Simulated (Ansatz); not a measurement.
Reaction (ligand exchange at a Ge–F bond): `[F][Ge][F]` + `CC(C)(C)O` → `CC(C)(C)[O][Ge][F]` + H–F

Isolated molecules relaxed with PBE0-D4/def2-TZVP in Ansatz; ΔE leaves out vibrations. CCSD(T)/CBS adds triple-zeta CCSD(T) − MP2 to the extrapolated MP2 energy (def2 sets, frozen cores). This one scheme is used for every species. Functionals use def2-TZVPP. HSE06 is defined as in plane-wave codes. For Ge outer-core shells are correlated without core-valence functions, which leaves a few kJ/mol of doubt a bond. Scalar relativity is left out up to krypton. One conformer a species, not always the lowest.

CCSD(T)/CBS gives +17.4 kJ/mol.

**Question.** Another level gave +24.4 kJ/mol. Which?
A. SCS-MP2/def2-TZVPP
B. PBE-D4/def2-TZVPP
C. HSE06/def2-TZVPP
D. HF/def2-TZVPP

**Answer.** B. PBE-D4 24.4, HSE06 32.5, SCS-MP2/def2-TZVPP 19.7, HF/def2-TZVPP 42.1 kJ/mol.

Largest T1 diagnostic among the species: 0.015.

The D4 term adds −15.6 kJ/mol with B3LYP and −8.9 kJ/mol with PBE0; it sums over pairs of atoms, weighted by their polarisabilities, and B3LYP, whose exchange is more repulsive, gets the larger term. In def2-TZVPP, CCSD(T) changes the Hartree–Fock value by −24.6 kJ/mol (the triples alone add −4.4 kJ/mol) and MP2 by −29.2 kJ/mol. From BLYP to BHLYP (50 % exact exchange), in def2-TZVPP and without D4, ΔE moves by −3.7 kJ/mol.

B3LYP here is the variant with VWN-RPA as its local correlation; programs differ in this.

CCSD(T)/CBS has its own doubt, a few kJ/mol and more with outer-core shells, so smaller differences from it don't rank the levels.
